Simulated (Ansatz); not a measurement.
Theory: DFT PBE, scalar-relativistic, plane waves, PAW (Ansatz 0.2.0). Settings: cutoff 420 eV, Γ-centred meshes spaced at most about 0.3 Å⁻¹, and about 0.25 Å⁻¹ or finer for metals (2π included), Gaussian smearing. No spin polarisation.

Temperature and zero-point effects are left out.

Compare these two cells of Mg2O, each relaxed at this level.

A.

```xyz
6
Lattice="3.0489 0.0000 0.0000 0.0000 3.0489 0.0000 0.0000 0.0000 8.8660" Properties=species:S:1:pos:R:3 pbc="T T T"
Mg    1.5244    0.0000    1.0628
Mg    0.0000    1.5244    7.8032
Mg    0.0000    1.5244    3.3407
Mg    1.5244    0.0000    5.5253
O     1.5244    0.0000    7.8035
O     0.0000    1.5244    1.0626
```

B.

```xyz
3
Lattice="1.5379 0.8879 5.0323 -1.5379 0.8879 5.0323 0.0000 -1.7758 5.0323" Properties=species:S:1:pos:R:3 pbc="T T T"
Mg    0.0000    0.0000   11.3128
Mg    0.0000    0.0000    3.7841
O     0.0000    0.0000    0.0000
```

Question: Which would you expect to be lower, and how large is the difference?

Answer: A is lower, by 37 meV/atom. A has space group P4/nmm (No. 129), 13.7 Å³/atom and no gap on its mesh; B has the anti-cadmium chloride type, space group R-3m (No. 166), 13.7 Å³/atom and no gap. Counting O atoms around Mg (those within 1.25 times the shortest such distance or 1.15 times the sum of covalent radii; a slash parts the counts of unlike sites), A has Mg 1/5 and B has Mg 3. In A, Mg on its first site is surrounded by 5 O at 2.13–2.16 Å and 12 Mg at 3.03–3.14 Å; Mg on its second site has 1 O at 2.28 Å and 12 Mg at 3.05–3.14 Å; O is surrounded by 6 Mg at 2.13–2.28 Å. In B, around Mg lie 3 O at 2.17 Å and 12 Mg at 3.06–3.10 Å; around O lie 6 Mg at 2.17 Å. Both come from invented guesses. The lowest form computed isn't among them: it has space group P-3m1 (No. 164), 13.8 Å³/atom and lies 49 meV/atom below the best shown.

Cells relaxed within their symmetry can be saddle points. Some candidate types were left out of the draw beforehand, so a known form may be missing.

Both cells have more electrons than oxide ions can take up. Once oxygen has filled its 2p shell, two valence electrons per formula unit remain in Mg 3s/3p states, which fits the absence of a gap and the many short Mg–Mg contacts. The cells differ in how they share out the oxygen. A separates into rock-salt-like MgO double layers and nearly metallic Mg layers, joined by a long, weak Mg–O contact of 2.28 Å, whereas B gives every Mg the same three oxygen neighbours. A's preference probably comes from pairing strongly ionic MgO slabs with metallic Mg, rather than leaving all the Mg in an intermediate state. Packing density does not explain it, as the volumes are equal.

That separation resembles an incipient split into Mg and MgO, the familiar phases of this system. The still lower P-3m1 form shows that A's arrangement is not the best available, though its space group alone does not reveal why. The ordering of these cells leaves open whether any Mg2O would survive against decomposition into Mg and MgO.
